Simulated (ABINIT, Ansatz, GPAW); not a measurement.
# Cu: programs and potentials compared

```xyz
4
Lattice="2.5308 0.0000 0.0000 -1.2654 2.1917 0.0000 0.0000 0.0000 8.2618" Properties=species:S:1:pos:R:3 pbc="T T T"
Cu    1.2394    0.7351    6.2148
Cu    0.0142    0.0376    4.1714
Cu   -0.0486    1.4204    2.0238
Cu   -0.0035    0.0357    0.0391
```

This isn't the form of Cu at room conditions, which is fcc.

Atoms were shifted at random by some hundredths of an Å from the given cell, which wasn't relaxed again for these runs.

Alike in all runs: task single point; functional PBEsol; k mesh 12 × 12 × 4; occupations fermi-dirac, width 0.05 eV; no spin polarisation; no spin-orbit coupling. Pressure is positive in compression and, in plane waves, holds the error of the finite cutoff.

```
                           program and potentials  plane-wave cutoff (eV)                                                                                 notes  band gap (eV)  pressure (GPa)  largest force (eV/Å)
  ABINIT, PseudoDojo NC SR PBEsol v0.4.1 standard                    1252                                               19 valence electrons an atom on average         no gap           -1.75                 0.672
   Ansatz, all-electron LAPW, scalar-relativistic                       -                                                                                     -         no gap           -1.42                 0.666
GPAW, PAW data sets generated for this functional                     600  11 valence electrons an atom on average; this data set often lies off other programs         no gap            0.62                 0.693
```

Force on atom 3 (Cu), eV/Å:

| program and potentials | x | y | z |
| --- | --- | --- | --- |
| ABINIT, PseudoDojo NC SR PBEsol v0.4.1 standard | 0.061 | 0.128 | 0.657 |
| Ansatz, all-electron LAPW, scalar-relativistic | 0.060 | 0.127 | 0.651 |
| GPAW, PAW data sets generated for this functional | 0.061 | 0.129 | 0.678 |

None finds a gap. The pressure spans -1.75 (ABINIT, PseudoDojo NC SR PBEsol v0.4.1 standard) to 0.62 GPa (GPAW, PAW data sets generated for this functional), with all-electron results at -1.42.

Differences between rows come from potentials, basis sets and numerical settings, since the functional is the same but for its coding. Runs on potential files found faulty are left out.
